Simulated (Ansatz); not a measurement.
# Which way does NaCl + KI ⇌ NaI + KCl run?

Plane-wave DFT in Ansatz with scalar-relativistic PAW potentials, cutoff 420 eV, Γ-centred meshes chosen by cell and gap, Gaussian smearing with energies taken to zero width. Every cell was relaxed (cell and atoms) in a run of its own, within the symmetry of its start. Functional: PBE.

Total energies hold large constants for each element; a whole number of eV per atom of each element is taken off below, which cancels in a balanced reaction.

```csv
compound,lowest structure computed,structures tried,V (Å³/atom),gap on mesh (eV),"E (eV per formula unit, common shift removed)"
NaCl,Fm-3m,2,23.06,5.00,-4.5550
KI,Fm-3m,6,46.23,3.86,-2.6977
NaI,Fm-3m,5,34.74,3.58,-2.8849
KCl,Fm-3m,5,32.43,5.05,-4.2261
```

Work out the reaction energy at 0 K.

ΔE = E(NaI) + E(KCl) − E(NaCl) − E(KI) = 0.142 eV, or 14 kJ per mole of reaction (35 meV/atom). The left side is lower: Na takes Cl and K takes I. The smaller cation ends with the smaller anion, the pairing that gives the greater sum of ionic lattice energies, which go as 1/(r₊ + r₋). All four are computed as solids; where they are solids at ordinary conditions entropy changes little. A lower structure that wasn't tried would shift the value, and mixed crystals may lie lower than either side.

Spin-orbit coupling is left out, which matters for the bands of heavy elements.